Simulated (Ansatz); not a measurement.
CdF2 in the fluorite structure, relaxed with r2SCAN in the plane-wave code Ansatz. It is cubic, Fm-3m (No. 225); conventional cell a = 5.388 Å, 13.04 Å³ an atom. Around Cd lie 8 F at 2.33 Å; around F lie 4 Cd at 2.33 Å.

The axes x, y and z are those of this cell:
```
Cd F
1.0
     0.00000    2.69418    2.69418
     2.69418    0.00000    2.69418
     2.69418    2.69418    0.00000
Cd F
1 2
Cartesian
  0.0000 0.0000 0.0000
  1.3471 1.3471 1.3471
  4.0413 4.0413 4.0413
```

Unstrained: PBE gives an indirect gap of 3.100 eV, from W to Γ; the least direct gap is 3.598 eV at Γ. With r2SCAN the valence top lies at W and the conduction bottom at Γ, 3.794 eV higher; the smallest vertical gap, at Γ, is 4.306 eV. With HSE06 the valence top lies at W and the conduction bottom at Γ, 5.207 eV higher; the smallest vertical gap, at Γ, is 5.791 eV. Meshes: PBE 8×8×8, r2SCAN 8×8×8, HSE06 6×6×6. Strains are changes of length per length, and xy shears are angles. After each strain the atoms were relaxed again with r2SCAN within the symmetry that the strain leaves, so tilts or polar shifts that break it weren't tested; points keep the names that they have in the unstrained zone. No spin polarisation and no zero-point or thermal motion.

Task: Estimate what uniaxial -4.0 % along [111], other directions held does to the gap.

Result: PBE: the gap goes from 3.100 to 3.246 eV (+0.146 eV); the edges go from W → Γ to (0.245, -1/2, -0.245) → Γ. r2SCAN: the gap goes from 3.794 to 3.942 eV (+0.148 eV); the edges go from W → Γ to (0.245, -1/2, -0.245) → Γ. HSE06: the gap goes from 5.207 to 5.368 eV (+0.161 eV); the edges go from W → Γ to (0.245, -1/2, -0.245) → Γ. The r2SCAN energy rises by 10.4 meV an atom.

Task: Estimate what epitaxial -5.0 % in the plane normal to [111], free normal strain +8.27 % does to the gap.

Result: PBE: the gap goes from 3.100 to 3.196 eV (+0.096 eV); the edges move from W → Γ to X → Γ. r2SCAN: the gap goes from 3.794 to 3.879 eV (+0.085 eV); the edges move from W → Γ to X → Γ. HSE06: the gap goes from 5.207 to 5.298 eV (+0.091 eV); the edges move from W → Γ to X → Γ. The r2SCAN energy rises by 24.2 meV an atom.

Task: Apply xy shear, engineering strain (angle) -5.0 %. How far does the gap move, against the unstrained cell?

Result: PBE: the gap goes from 3.100 to 3.100 eV (0.000 eV); the edges go from W → Γ to (1/4, -0.490, -0.240) → Γ. r2SCAN: the gap goes from 3.794 to 3.792 eV (-0.002 eV); the edges go from W → Γ to (1/4, -0.490, -0.240) → Γ. HSE06: the gap goes from 5.207 to 5.205 eV (-0.002 eV); the edges go from W → Γ to (1/4, -0.490, -0.240) → Γ. The r2SCAN energy rises by 2.4 meV an atom.

Task: Estimate what isotropic +2.0 % on every length does to the gap.

Result: PBE: the gap goes from 3.100 to 2.887 eV (-0.213 eV). r2SCAN: the gap goes from 3.794 to 3.575 eV (-0.219 eV). HSE06: the gap goes from 5.207 to 4.968 eV (-0.239 eV). The r2SCAN energy rises by 15.3 meV an atom.

Task: Estimate what epitaxial -2.5 % in the xy plane, free normal strain +2.08 % does to the gap.

Result: PBE: the gap goes from 3.100 to 3.144 eV (+0.044 eV); the W points, equivalent before, split by 35 meV, and the valence top lies at those like (1/4, -1/4, -1/2). r2SCAN: the gap goes from 3.794 to 3.840 eV (+0.046 eV); the W points, equivalent before, split by 34 meV, and the valence top lies at those like (1/4, -1/4, -1/2). HSE06: the gap goes from 5.207 to 5.265 eV (+0.058 eV); the W points, equivalent before, split by 30 meV, and the valence top lies at those like (1/4, -1/4, -1/2). The r2SCAN energy rises by 10.8 meV an atom.

The runs are scalar-relativistic, without spin-orbit coupling.

Where an edge lies off the special points, it is a point of the mesh or the k point where a search put PBE's edge or least direct gap, reused for the other functionals, whose own edges may lie a little apart.

Coordinates of k points refer to the reciprocal vectors of the primitive cell of the runs.

The meshes of the hybrids are coarse, so their gaps aren't converged to the digits shown.
